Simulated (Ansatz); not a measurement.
Computed with DFT r2SCAN, scalar-relativistic, plane waves, PAW (Ansatz). All cells share a 500 eV cutoff and Γ-centred k meshes spaced at most 0.3 Å⁻¹ (0.19 for metals, 2π included).

All energies are static (0 K, no zero-point motion). Larger cells and other orderings weren't all tried, so the list isn't exhaustive. For metals, differences of a few meV/atom aren't resolved. No run is spin-polarised.

Problem. Order these relaxed structures of TiC by energy, lowest first, with the energy over the lowest of them.
A.

```xyz
4
Lattice="3.6049 0.0000 0.0000 -1.8024 3.1219 0.0000 0.0000 0.0000 4.2850" Properties=species:S:1:pos:R:3 pbc="T T T"
Ti    0.0000    2.0813    3.2137
Ti    1.8024    1.0406    1.0712
C     0.0000    2.0813    1.0712
C     1.8024    1.0406    3.2137
```

B.

```xyz
2
Lattice="0.0000 2.1639 2.1639 2.1639 0.0000 2.1639 2.1639 2.1639 0.0000" Properties=species:S:1:pos:R:3 pbc="T T T"
Ti    0.0000    0.0000    0.0000
C     2.1639    2.1639    2.1639
```

C.

```xyz
2
Lattice="1.5609 -2.3608 0.0000 1.5609 2.3608 0.0000 0.0000 0.0000 2.8848" Properties=species:S:1:pos:R:3 pbc="T T T"
Ti    0.0000    0.0000    0.0000
C     1.5609    0.0000    1.4424
```

Solution. B (0 meV/atom), A (237 meV/atom), C (814 meV/atom).